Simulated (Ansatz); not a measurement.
**C2H2Cl2: taking an electron away**

The task here is to estimate one member of a computed series from the others.

Program: Ansatz 0.2.0, Gaussian basis. Level of theory: unrestricted cation, the program's frozen cores in correlated methods. These are calculated values, not measurements.

Plan: UKS PBE-D4/def2-TZVPP; UKS r2SCAN-D4/def2-TZVPP; UKS PBE0-D4/def2-TZVPP; UKS B3LYP-D4/def2-TZVPP; UKS wB97X-V/def2-TZVPP; UKS wB97M-V/def2-TZVPP; UKS B2PLYP/def2-TZVPP; UHF-CCSD(T)/def2-TZVPP; UHF-MP2/def2-QZVPP; extrapolation to the limit; then −ε(HOMO) from the neutral's earlier runs with LDA (SPW92), PBE-D4, revPBE-D4, BLYP-D4, r2SCAN-D4, B97M-V, PBE0-D4, B3LYP-D4, r2SCANh-D4, r2SCAN0-D4, HSE06-D4, BHLYP-D4, CAM-B3LYP-D4, LC-ωPBE, ωB97X-V, ωB97M-V.

## The geometry

All runs share one geometry, relaxed beforehand with PBE0-D4 in a triple-zeta def2 set.

SMILES `Cl/C=C\Cl`, 6 atoms, charge 0, spin multiplicity 1.

Atoms are counted from 1 here; the program's logs count them from 0.

Bond lengths: Cl1–C2 1.705 Å, C2–C3 1.324 Å, C2–H5 1.082 Å, C3–Cl4 1.705 Å, C3–H6 1.082 Å. Angles: Cl1–C2–C3 124.8°, Cl1–C2–H5 114.7°, C3–C2–H5 120.4°, C2–C3–Cl4 124.8°, C2–C3–H6 120.4°, Cl4–C3–H6 114.7°.

Set-up of the first run:

File in.yaml:

```yaml
crystal:
  periodic: [false, false, false]
  atoms:
    - {symbol: Cl, position_ang: [0.714990, -1.874426, -0.448132]}
    - {symbol: C, position_ang: [0.641903, -0.223228, -0.028695]}
    - {symbol: C, position_ang: [-0.475458, 0.475873, 0.100908]}
    - {symbol: Cl, position_ang: [-2.046380, -0.146742, -0.127711]}
    - {symbol: H, position_ang: [1.603472, 0.245479, 0.133292]}
    - {symbol: H, position_ang: [-0.438538, 1.523054, 0.370338]}
basis:
  gaussian: {orbitals: def2-TZVPP}
total_charge: 1
magnetization: {spin_polarized: true, initial_magnetization: 1}
hamiltonian: {xc: pbe, dispersion: d4}
```

The run is started by

```console
$ ansatz run in.yaml --threads 4 --pin off --events-out ev --progress --plain --max-ram 10444MiB
```

Steps of the session up to this table: Cation, UKS PBE-D4/def2-TZVPP; Cation, UKS r2SCAN-D4/def2-TZVPP; Cation, UKS PBE0-D4/def2-TZVPP; Cation, UKS B3LYP-D4/def2-TZVPP; Cation, UKS wB97X-V/def2-TZVPP; Cation, UKS wB97M-V/def2-TZVPP; Cation, UKS B2PLYP (frozen core)/def2-TZVPP; Cation, UHF-CCSD(T)/def2-TZVPP; Cation, UHF-MP2/def2-QZVPP.

One of the session's tables, all rows but one given; the rest of the session is left out.

It belongs to the step «Ionisation energies side by side». Orbital estimates, from the neutral's runs:

```
  functional  −ε(HOMO) (eV)
 LDA (SPW92)           6.36
      PBE-D4           6.19
   revPBE-D4           6.13
     BLYP-D4           6.02
   r2SCAN-D4           6.43
      B97M-V           6.47
     PBE0-D4           7.36
    B3LYP-D4           7.13
  r2SCANh-D4           6.86
  r2SCAN0-D4           7.52
    HSE06-D4              ?
    BHLYP-D4           8.38
CAM-B3LYP-D4           8.66
     LC-ωPBE          10.02
     ωB97X-V           9.64
     ωB97M-V           9.50
```

**Question.** Estimate the row for HSE06-D4.

**Answer.** −ε(HOMO) (eV): 6.96. In the column «−ε(HOMO) (eV)» it lies between r2SCANh-D4 (6.86) and B3LYP-D4 (7.13).
